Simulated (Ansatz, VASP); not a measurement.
**Cu: VASP beside Ansatz**

The input INCAR:

```
SYSTEM = Cu
  ALGO = Normal
  EDIFF = 1E-6
  ENCUT = 520
  ISIF = 2
  ISMEAR = 0
  LASPH = .TRUE.
  LCHARG = .TRUE.
  LELF = .TRUE.
  LREAL = .FALSE.
  LVHAR = .TRUE.
  LWAVE = .FALSE.
  NBANDS = 12
  NELM = 80
  PREC = Accurate
  SIGMA = 0.05
```

File KPOINTS:

```
k-points
0
G
  20 20 20
  0 0 0
```

File POSCAR:

```
Cu
1.0
    0.0000000000      1.7554378669      1.7554378669
    1.7554378669      0.0000000000      1.7554378669
    1.7554378669      1.7554378669      0.0000000000
Cu
1
Direct
    0.0000000000      0.0000000000      0.0000000000
```

Input for Ansatz:

```yaml
crystal:
  lattice:
    - [0.0, 1.7554378669, 1.7554378669]
    - [1.7554378669, 0.0, 1.7554378669]
    - [1.7554378669, 1.7554378669, 0.0]
  atoms:
    - { symbol: Cu, position: [0.0, 0.0, 0.0] }
basis:
  ecutwfc: 420
  ecutrho_ratio: 4
kpoints:
  mp_grid: { grid: [20, 20, 20] }
hamiltonian:
  xc: lda
scf:
  occupations: { method: gaussian, width: 0.05 }
output:
  forces: true
  stress: true
  eigenvalues: true
```

Alike in both runs: task single point; functional LDA; k mesh 20 × 20 × 20; occupations gaussian, width 0.05 eV; no spin polarisation.

```csv
,VASP,Ansatz
version,VASP 6.6.1,Ansatz 0.2.0
potentials or method,"VASP PAW LDA potentials, release 64 (Cu)","scalar-relativistic, plane waves, PAW"
plane-wave cutoff (eV),520,420
valence electrons in the cell,11,19
```

VASP gave:

```
pressure (GPa) : 2.1
```

Problem. Which values does Ansatz return?

Solution. Pressure (GPa): 1.2.

The two sets of potentials don't hold the same shells in valence.
